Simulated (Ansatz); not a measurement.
System: rock-salt LiI. Method: PBE0 in Ansatz (PAW).

Settings: plane-wave cutoff 460 eV, 8×8×8 k mesh, Fermi–Dirac smearing 0.01 eV, scalar-relativistic PAW data made under PBE.

Pressure at four volumes; x = ln(V/26.721 Å³). One pressure is withheld.

```csv
V (Å³/atom),x,P (GPa)
25.428,-0.0496,?
26.097,-0.0236,0.560
26.721,0.0000,0.034
28.105,0.0505,-0.919
```

Problem. Pass a parabola P(x) through the three rows shown, estimate the bulk modulus and its pressure derivative near zero pressure, and predict the withheld pressure.

Solution. Slopes between the rows: (0.034 − (0.560))/(0.0000 − (-0.0236)) = -22.29 and (-0.919 − (0.034))/(0.0505 − (0.0000)) = -18.87 GPa. Their difference over the span 0.0741 is c = 3.42/0.0741 = 46.2 GPa, so P(x) = 0.560 + (-22.29)(x − (-0.0236)) + 46.2 (x − (-0.0236))(x − (0.0000)). At the middle row B = −dP/dx = −[-22.29 + 46.2 × 0.0236] = 21.2 GPa, and B′ = dB/dP = 2c/B = 4.4. At x = -0.0496 the parabola gives 1.199 GPa; the run gives 1.206 GPa. The Birch–Murnaghan fit to the energies at all volumes has B0 = 21.0 GPa and B′ = 4.6.

Measured, for comparison: bulk modulus 24 GPa (0 K, extrapolated to 0 K; as tabulated in Doll and Stoll (1998), arXiv:cond-mat/9801031). Computed less measured: bulk modulus -12 %.

Spin–orbit coupling is not included.

Ansatz is a program for electronic structure.
